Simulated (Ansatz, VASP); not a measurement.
**One calculation of BAs, two programs**

The input INCAR:

```
SYSTEM = BAs
ALGO = Normal
EDIFF = 1E-6
ENCUT = 520
GGA = PE
ISIF = 2
ISMEAR = 0
LASPH = .TRUE.
LCHARG = .FALSE.
LREAL = .FALSE.
LWAVE = .FALSE.
NBANDS = 11
NELM = 80
PREC = Accurate
SIGMA = 0.02
```

KPOINTS

```
k-points
0
G
  10 10 10
  0 0 0
```

Contents of POSCAR:

```
BAs
1.0
    0.0000000000      2.4044111833      2.4044111833
    2.4044111833      0.0000000000      2.4044111833
    2.4044111833      2.4044111833      0.0000000000
B As
1 1
Direct
    0.0000000000      0.0000000000      0.0000000000
    0.2500000000      0.2500000000      0.2500000000
```

Input for Ansatz:

```yaml
crystal:
  lattice:
    - [0.0, 2.4044111851, 2.4044111851]
    - [2.4044111851, 0.0, 2.4044111851]
    - [2.4044111851, 2.4044111851, 0.0]
  atoms:
    - { symbol: B, position: [0.0, 0.0, 0.0] }
    - { symbol: As, position: [0.25, 0.25, 0.25] }
basis:
  ecutwfc: 420
kpoints:
  mp_grid: { grid: [10, 10, 10] }
  band_path:
    path:
      - [[0.0, 0.0, 0.0], [-0.5, -0.5, 0.0], [-0.375, -0.375, 0.25]]
      - [[-0.375, 0.0, 0.375], [0.0, 0.0, 0.0], [0.0, 0.0, 0.5], [-0.5, -0.25, 0.25], [-0.5, -0.5, 0.0]]
    npoints: 14
hamiltonian:
  xc: pbe
scf:
  occupations: { method: gaussian, width: 0.02 }
  n_extra_bands: 6
output:
  forces: true
  stress: true
  eigenvalues: true
  populations: true
  dos: { projected: true, de: 0.02, nscf_kmesh: { grid: [15, 15, 15] } }
  bader: true
  write_density: true
  write_potential: true
  elf: true
  volumetric_format: npy
```

Alike in both runs: task single point; functional PBE; k mesh 10 × 10 × 10; occupations gaussian, width 0.02 eV; no spin polarisation.

|  | VASP | Ansatz |
| --- | --- | --- |
| version | VASP 6.6.1 | Ansatz 0.2.0 |
| potentials or method | VASP PAW PBE potentials, release 64 (B, As) | scalar-relativistic, plane waves, PAW |
| plane-wave cutoff (eV) | 520 | 420 |
| valence electrons in the cell | 8 | 18 |

```tsv
	VASP	Ansatz	Ansatz less VASP
gap on the k mesh at the Fermi level (eV)	1.20	1.20	+0.008
least direct gap on the mesh (eV)	3.25	3.26	+0.004
pressure (GPa)	0.6	0.0	-0.59
```

The functional is the same, so the differences come from potentials, cutoffs and numerics. The two sets of potentials don't hold the same shells in valence.

A k mesh can miss the band edges. Expect the measured gap to be larger: semilocal functionals such as PBE lack the derivative discontinuity.
